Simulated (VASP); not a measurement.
**GaSb: single point with r2SCAN+rVV10**

**What was measured.**

From a printed reference work, data compilation, for a bulk crystal of GaSb at 4.2 K: band gap 0.811 eV (direct).

The system is GaSb.

```xyz
2
Lattice="0.0000 3.0590 3.0590 3.0590 0.0000 3.0590 3.0590 3.0590 0.0000" Properties=species:S:1:pos:R:3 pbc="T T T"
Sb    4.5885    4.5885    4.5885
Ga    0.0000    0.0000    0.0000
```

| Item | Value |
| --- | --- |
| Program | VASP 6.6.1 |
| Task | single point |
| Functional | r2SCAN |
| Dispersion | rVV10 |
| Potentials or basis | VASP PAW PBE potentials, release 64 (Sb, Ga_d) |
| Cutoff | 520 eV |
| k mesh | 8 × 8 × 8 |
| Occupations | fermi-dirac, width 0.05 eV |
| Spin | no spin polarisation |

```json
{"Pressure": "-0.2 GPa", "Band gap on the k mesh": "0.45 eV, direct"}
```

Levels at points of the mesh, in eV from the valence-band top:
| k point | band 6 | band 7 | band 8 | band 9 | band 10 | band 11 | band 12 | band 13 |
| --- | --- | --- | --- | --- | --- | --- | --- | --- |
| (0.00, 0.00, 0.00) | -11.94 | 0.00 | 0.00 | 0.00 | 0.45 | 2.97 | 2.97 | 2.97 |
| (0.50, 0.00, 0.00) | -10.21 | -6.60 | -1.22 | -1.22 | 0.66 | 3.99 | 3.99 | 6.82 |
| (0.50, 0.50, 0.00) | -9.32 | -7.06 | -2.71 | -2.71 | 1.08 | 1.42 | 9.26 | 9.26 |

It took 110 s on 1 thread of AMD EPYC 7R43 64-Core Processor (Zen 3) (shared host), peak memory 0.29 GiB.

Measured gap of GaSb: 0.811 eV (direct; 4.2 K; a printed reference work, data compilation). This calculation gives 0.45 eV (-0.36 eV). Spin-orbit coupling on Ga, Sb is left out. The value is that of r2SCAN+rVV10 on a finite k mesh, which can miss the band edges, without temperature or zero-point motion.

Caveat: the PAW data sets were made with another functional, which shifts forces and pressure a little; spin-orbit coupling is left out, which moves the levels of the heavy elements.
